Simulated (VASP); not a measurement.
# Sn (Fd-3m) in VASP: relaxation of cell and atoms with PBEsol

Aim: the relaxation of cell and atoms of Sn with PBEsol.

All numbers are computed with VASP 6.6.1; they aren't measurements. Logs are shortened: lines on timing, memory, paths and dates and some standing lists are left out, and cuts for length are marked.

**1. The structure**

It takes space group Fd-3m (No. 227, cubic). Conventional cell: a = 6.537 Å, b = 6.537 Å, c = 6.537 Å, α = 90.00°, β = 90.00°, γ = 90.00°. Sn (site symmetry -43m) has 4 Sn at 2.83 Å as nearest neighbours.

This isn't the form of Sn at room conditions, which is tetragonal (white tin).

**2. Relaxation of cell and atoms, PBEsol**

INCAR

```
SYSTEM = Sn
ALGO = Normal ; EDIFF = 1E-7
EDIFFG = -0.005 ; ENCUT = 600
GGA = PS ; IBRION = 2
ISIF = 3 ; ISMEAR = 0
KPAR = 8 ; LASPH = .True.
LCHARG = .False. ; LREAL = .False.
LWAVE = .False. ; NELM = 80
NSW = 90 ; PREC = Accurate
SIGMA = 0.03
```

KPOINTS

```
k-points
0
Gamma
  10 10 10
  0 0 0
```

POSCAR

```
Sn                                      
1.0
    0.0000000000      3.2685833785      3.2685833785
    3.2685833785     -0.0000000000      3.2685833785
    3.2685833785      3.2685833785      0.0000000000
  Sn            
     2
Direct
     0.0000000000000000    0.0000000000000000    0.0000000000000000
     0.2500000000000000    0.2500000000000000    0.2500000000000000
```

Potentials or basis: VASP PAW PBE potentials, release 64 (Sn_d).

Run with:

```sh
$ cat potpaw_PBE.64/Sn_d/POTCAR > POTCAR
$ mpirun -np 8 vasp_std > vasp.out
```

OUTCAR:

```text
SYSTEM = Sn
   EDIFF = 1E-7
   EDIFFG = -0.005
   ENCUT = 600
   GGA = PS
   IBRION = 2
   ISIF = 3
   ISMEAR = 0
   LASPH = .True.
   LREAL = .False.
   NELM = 80
   NSW = 90
   PREC = Accurate

 ion  position               nearest neighbor table
   1  0.000  0.000  0.000-   2 2.83   2 2.83   2 2.83   2 2.83
   2  0.250  0.250  0.250-   1 2.83   1 2.83   1 2.83   1 2.83

  LATTYP: Found a face centered cubic cell.
 ALAT       =     6.5371667570

  Lattice vectors:

 A1 = (   0.0000000000,   3.2685833785,   3.2685833785)
 A2 = (   3.2685833785,   0.0000000000,   3.2685833785)
 A3 = (   3.2685833785,   3.2685833785,   0.0000000000)

Analysis of symmetry for initial positions (statically):
=====================================================================
 Subroutine PRICEL returns:
 Original cell was already a primitive cell.

 Routine SETGRP: Setting up the symmetry group for a
 face centered cubic supercell.

 Subroutine GETGRP returns: Found 48 space group operations
 (whereof 24 operations were pure point group operations)
 out of a pool of 48 trial point group operations.

The static configuration has the point symmetry T_d .
 The point group associated with its full space group is O_h .

Analysis of symmetry for dynamics (positions and initial velocities):
=====================================================================
 Subroutine PRICEL returns:
 Original cell was already a primitive cell.

 Routine SETGRP: Setting up the symmetry group for a
 face centered cubic supercell.

 Subroutine GETGRP returns: Found 48 space group operations
 (whereof 24 operations were pure point group operations)
 out of a pool of 48 trial point group operations.

The dynamic configuration has the point symmetry T_d .
 The point group associated with its full space group is O_h .

 Subroutine INISYM returns: Found 48 space group operations
 (whereof 24 operations are pure point group operations),
 and found     1 'primitive' translations

----------------------------------------------------------------------------------------

                                     Primitive cell

  volume of cell :      69.8407

  direct lattice vectors                    reciprocal lattice vectors
     0.000000000  3.268583378  3.268583378    -0.152971469  0.152971469  0.152971469
     3.268583378  0.000000000  3.268583378     0.152971469 -0.152971469  0.152971469
     3.268583378  3.268583378  0.000000000     0.152971469  0.152971469 -0.152971469

  length of vectors
     4.622474944  4.622474944  4.622474944     0.264954356  0.264954356  0.264954356

  position of ions in fractional coordinates (direct lattice)
     0.000000000  0.000000000  0.000000000
     0.250000000  0.250000000  0.250000000

  ion indices of the primitive-cell ions
   primitive index   ion index
                 1           1
                 2           2

----------------------------------------------------------------------------------------

 KPOINTS: k-points

Automatic generation of k-mesh.
 Grid dimensions read from file:
 generate k-points for:   10   10   10

 Generating k-lattice:

  Cartesian coordinates                     Fractional coordinates (reciprocal lattice)
    -0.015297147  0.015297147  0.015297147     0.100000000  0.000000000  0.000000000
     0.015297147 -0.015297147  0.015297147     0.000000000  0.100000000  0.000000000
     0.015297147  0.015297147 -0.015297147     0.000000000  0.000000000  0.100000000

  Length of vectors
     0.026495436  0.026495436  0.026495436

  Shift w.r.t. Gamma in fractional coordinates (k-lattice)
     0.000000000  0.000000000  0.000000000

 Subroutine IBZKPT returns following result:
 ===========================================

 Found     47 irreducible k-points:

 Following reciprocal coordinates:
            Coordinates               Weight
  0.000000  0.000000  0.000000      1.000000
  0.100000  0.000000  0.000000      8.000000
  0.200000  0.000000  0.000000      8.000000
  0.300000  0.000000  0.000000      8.000000
  0.400000  0.000000  0.000000      8.000000
  0.500000  0.000000  0.000000      4.000000
[... 16 lines left out ...]
  0.300000  0.300000  0.000000      6.000000
  0.400000  0.300000  0.000000     24.000000
 [... further k-points ...]
   k-points           NKPTS =     47   k-points in BZ     NKDIM =     47   number of bands    NBANDS=     18
   number of dos      NEDOS =    301   number of ions     NIONS =      2
   total plane-waves  NPLWV =  64000
   dimension x,y,z NGX =    40 NGY =   40 NGZ =   40
   dimension x,y,z NGXF=    80 NGYF=   80 NGZF=   80
   ions per type =               2
   NGX,Y,Z   is equivalent  to a cutoff of  14.39, 14.39, 14.39 a.u.
   NGXF,Y,Z  is equivalent  to a cutoff of  28.77, 28.77, 28.77 a.u.
 SYSTEM =  Sn
   PREC   = accura    normal or accurate (medium, high low for compatibility)
   ISTART =      0    job   : 0-new  1-cont  2-samecut
   ICHARG =      2    charge: 1-file 2-atom 10-const
   ISPIN  =      1    spin polarized calculation?
   LNONCOLLINEAR =      F non collinear calculations
   LSORBIT =      F    spin-orbit coupling
   LASPH  =      T    aspherical Exc in radial PAW
   ENCUT  =  600.0 eV  44.10 Ry    6.64 a.u.   9.23  9.23  9.23*2*pi/ulx,y,z
   NELM   =     80;   NELMIN=  2; NELMDL= -5     # of ELM steps
   EDIFF  = 0.1E-06   stopping-criterion for ELM
   LREAL  =      F    real-space projection
   EDIFFG = -.5E-02   stopping-criterion for IOM
   NSW    =     90    number of steps for IOM
   IBRION =      2    ionic relax: 0-MD 1-quasi-New 2-CG
   NFREE  =      1    steps in history (QN), initial steepest desc. (CG)
   ISIF   =      3    stress and relaxation
   ISYM   =      2    0-nonsym 1-usesym 2-fastsym
   POTIM  = 0.5000    time-step for ionic-motion
   TEBEG  =    0.0;   TEEND  =   0.0 temperature during run
   PSTRESS=    0.0 pullay stress
   NELECT =      28.0000    total number of electrons
   NUPDOWN=      -1.0000    fix difference up-down
   EMIN   =  10.00;   EMAX   =-10.00  energy-range for DOS
   EFERMI =   0.00;   METHOD = LEGACY
   ISMEAR =     0;   SIGMA  =   0.03  broadening in eV -4-tet -1-fermi 0-gaus
   EFERMI_NEDOS =   21; number of points for ismear=-14 and -15
   IALGO  =     38    algorithm
   IMIX   =      4    mixing-type and parameters
     AMIX     =   0.40;   BMIX     =  1.00
     AMIX_MAG =   1.60;   BMIX_MAG =  1.00
  volume/ion in A,a.u.               =      34.92       235.65
  Fermi-wavevector in a.u.,A,eV,Ry     =   1.207141  2.281165 19.826260  1.457189
  Thomas-Fermi vector in A             =   2.342787
   LORBIT       =      0    0 simple, 1 ext, 2 COOP (PROOUT), +10 PAW based schemes
   GGA     = PS    functional components
   LHFCALC =     F    Hartree Fock is set to
   AEXX    =    0.0000 exact exchange contribution
   IVDW    =     0    specifies the selected vdW correction
   LEPSILON=     F    determine dielectric tensor
   LRPA    =     F    only Hartree local field effects (RPA)
 conjugate gradient relaxation of ions
 non-spin polarized calculation
 Gauss-broadening in eV      SIGMA  =   0.03
  energy-cutoff  :      600.00
  volume of cell :       69.84
 maximum number of plane-waves:      2346
 NGX is ok and might be reduce to    40
   NGX = 19   NGY = 19   NGZ = 19

 number of electron      28.0000003 magnetization

 Free energy of the ion-electron system (eV)
  ---------------------------------------------------
  ext. energy  EPLUGINS =         0.00000000
  ---------------------------------------------------
  free energy    TOTEN  =        -8.46331919 eV

  energy without entropy =       -8.46310833  energy(sigma->0) =       -8.46321376

 E-fermi :   5.1833     XC(G=0):  -8.9696

 val. band max:        5.1575819648   @ k =   0.1000   0.0000   0.0000
 cond. band min:       5.2190586652   @ k =   0.4000   0.0000   0.0000
 fundamental gap:      0.0614767004
 Fermi energy:         5.1833201516

 k-point     1 :       0.0000    0.0000    0.0000
  band No.  band energies     occupation
      1     -16.2969      2.00000
      2     -16.2969      2.00000
      3     -16.2969      2.00000
      4     -16.2394      2.00000
      5     -16.2394      2.00000
      6     -15.9453      2.00000
[... 10 lines left out ...]
     17       7.4070      0.00000
     18       7.4070      0.00000

 k-point     2 :       0.1000    0.0000    0.0000
  band No.  band energies     occupation
      1     -16.3040      2.00000
      2     -16.3040      2.00000
      3     -16.2945      2.00000
      4     -16.2296      2.00000
      5     -16.2296      2.00000
      6     -15.9622      2.00000
[... 10 lines left out ...]
     17       7.6510      0.00000
     18       7.8033      0.00000

 k-point     3 :       0.2000    0.0000    0.0000
  band No.  band energies     occupation
      1     -16.3160      2.00000
      2     -16.3160      2.00000
      3     -16.2883      2.00000
      4     -16.2108      2.00000
      5     -16.2108      2.00000
      6     -15.9806      2.00000
[... 10 lines left out ...]
     17       8.1067      0.00000
     18       8.9414      0.00000

 k-point     4 :       0.3000    0.0000    0.0000
  band No.  band energies     occupation
      1     -16.3251      2.00000
      2     -16.3251      2.00000
      3     -16.2803      2.00000
      4     -16.1945      2.00000
      5     -16.1944      2.00000
      6     -15.9942      2.00000
[... 375 lines left out ...]
      4     -16.1955      2.00000
      5     -16.1665      2.00000
      6     -16.0265      2.00000
[... 10 lines left out ...]
     17       8.7238      0.00000
     18       9.3887      0.00000

 k-point    23 :       0.3000    0.3000    0.0000
  band No.  band energies     occupation
      1     -16.3305      2.00000
      2     -16.3305      2.00000
      3     -16.2905      2.00000
      4     -16.1762      2.00000
      5     -16.1212      2.00000
      6     -16.0992      2.00000
[... 10 lines left out ...]
     17      10.6964      0.00000
     18      10.6964      0.00000

 k-point    24 :       0.4000    0.3000    0.0000
  band No.  band energies     occupation
      1     -16.3437      2.00000
      2     -16.3371      2.00000
      3     -16.2682      2.00000
      4     -16.1559      2.00000
      5     -16.1236      2.00000
      6     -16.0976      2.00000
[... 10 lines left out ...]
     17      10.6080      0.00000
     18      11.1022      0.00000

 [... further k-points ...]

------------------------ aborting loop because EDIFF is reached ----------------------------------------

  FORCE on cell =-STRESS in cart. coord.  units (eV):
  Direction    XX          YY          ZZ          XY          YZ          ZX
  --------------------------------------------------------------------------------------
  -------------------------------------------------------------------------------------
  Total        0.0021704      0.0021704      0.0021704      0.0000000      0.0000000     -0.0000000
  in kB        0.0497890      0.0497890      0.0497890      0.0000000      0.0000000     -0.0000000
  external PRESSURE =       0.0497890 kB  Pullay stress =       0.0000000 kB

 VOLUME and BASIS-vectors are now :
 -----------------------------------------------------------------------------
  energy-cutoff  :      600.00
  volume of cell :       69.84
      direct lattice vectors                 reciprocal lattice vectors
     0.000000000  3.268583378  3.268583378    -0.152971469  0.152971469  0.152971469
     3.268583378  0.000000000  3.268583378     0.152971469 -0.152971469  0.152971469
     3.268583378  3.268583378  0.000000000     0.152971469  0.152971469 -0.152971469

 POSITION                                       TOTAL-FORCE (eV/Angst)
 -----------------------------------------------------------------------------------
      0.00000      0.00000      0.00000        -0.000000     -0.000000     -0.000000
      1.63429      1.63429      1.63429         0.000000      0.000000      0.000000
 -----------------------------------------------------------------------------------
    total drift:                               -0.000000     -0.000000      0.000000

  FREE ENERGIE OF THE ION-ELECTRON SYSTEM (eV)
  ---------------------------------------------------
  free  energy   TOTEN  =        -8.4633191878 eV

  energy  without entropy=       -8.4631083316  energy(sigma->0) =       -8.46321376

 reached required accuracy - stopping structural energy minimisation
```

Wall time 12 s (8 MPI ranks of Intel Xeon 6975P-C (Granite Rapids), shared host); peak memory 0.27 GiB.

Results:

```yaml
Free_energy: -8.4633 eV
Pressure_after_relaxing: 0.0 GPa
Band_gap_on_the_k_mesh: none (metal or under the smearing width)
```

Final structure:
```yaml
crystal:
  lattice:
    - [0.00000, 3.26858, 3.26858]
    - [3.26858, 0.00000, 3.26858]
    - [3.26858, 3.26858, 0.00000]
  atoms:
    - { symbol: Sn, position: [0.00000, 0.00000, 0.00000] }
    - { symbol: Sn, position: [0.25000, 0.25000, 0.25000] }
```

Caveat: the relaxation stopped at its first step, so nothing moved; the PAW data sets were made with another functional, which shifts forces and pressure a little.
